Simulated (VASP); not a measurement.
**HfSi2: relaxation of cell and atoms with PBE**

HfSi2:

```xyz
6
Lattice="1.8572 -7.2492 0.0000 1.8572 7.2492 0.0000 0.0000 0.0000 3.6489" Properties=species:S:1:pos:R:3 pbc="T T T"
Hf    1.8572   -5.7293    0.9122
Hf    1.8572    5.7293    2.7366
Si    1.8572   -0.7858    0.9122
Si    1.8572    0.7858    2.7366
Si    1.8572    3.6172    0.9122
Si    1.8572   -3.6172    2.7366
```

```json
{
 "Program": "VASP 6.6.1",
 "Task": "relaxation of cell and atoms",
 "Functional": "PBE",
 "Potentials or basis": "VASP PAW PBE potentials, release 64 (Hf, Si)",
 "Cutoff": "300 eV",
 "k mesh": "5 × 5 × 5",
 "Occupations": "methfessel-paxton, width 0.1 eV",
 "Spin": "no spin polarisation",
 "Further INCAR settings": "ALGO = Normal; EDIFF = 1e-07; IBRION = 2; EDIFFG = -0.005; NSW = 90; ISIF = 3"
}
```

* Relaxed volume: 16.37 Å³/atom
* Relaxed cell: a = 7.484 Å, b = 7.484 Å, c = 3.647 Å, α = 90.00°, β = 90.00°, γ = 151.26°
* Space group after relaxing (to 0.05 Å): Cmcm (No. 63)
* Energy gained by relaxing: 0.0 meV/atom
* Ionic steps: 2
* Pressure after relaxing: 0.0 GPa
* Largest force after relaxing: 0.003 eV/Å
* Band gap on the k mesh: none (metal or under the smearing width)

Forces on the atoms (eV/Å):
```
Hf   0.000  0.001  0.000
Hf   0.000 -0.001  0.000
Si   0.000  0.003  0.000
Si   0.000 -0.003  0.000
Si   0.000  0.001  0.000
Si   0.000 -0.001  0.000
```

Final structure:
```yaml
crystal:
  lattice:
    - [1.85724, -7.24955, 0.00000]
    - [1.85724, 7.24955, 0.00000]
    - [0.00000, 0.00000, 3.64746]
  atoms:
    - { symbol: Hf, position: [0.89516, 0.10484, 0.25000] }
    - { symbol: Hf, position: [0.10484, 0.89516, 0.75000] }
    - { symbol: Si, position: [0.55417, 0.44583, 0.25000] }
    - { symbol: Si, position: [0.44583, 0.55417, 0.75000] }
    - { symbol: Si, position: [0.25049, 0.74951, 0.25000] }
    - { symbol: Si, position: [0.74951, 0.25049, 0.75000] }
```

Levels at points of the mesh, in eV from the Fermi level:
| k point | band 8 | band 9 | band 10 | band 11 | band 12 | band 13 | band 14 | band 15 | band 16 |
| --- | --- | --- | --- | --- | --- | --- | --- | --- | --- |
| (0.00, 0.00, 0.00) | -2.66 | -2.58 | -2.56 | -2.48 | -0.09 | 1.27 | 1.32 | 1.75 | 1.95 |

Run time: 31 s on 2 MPI ranks on Intel(R) Xeon(R) Platinum 8488C (Sapphire Rapids), with other jobs on the host, peak memory 0.18 GiB a rank.

Caveat: the cutoff is under 1.25 times the usual one of these potentials, so pressure, stress and relaxed cells hold a basis-set (Pulay) error. Spin-orbit coupling is left out, which matters for the levels of Hf.
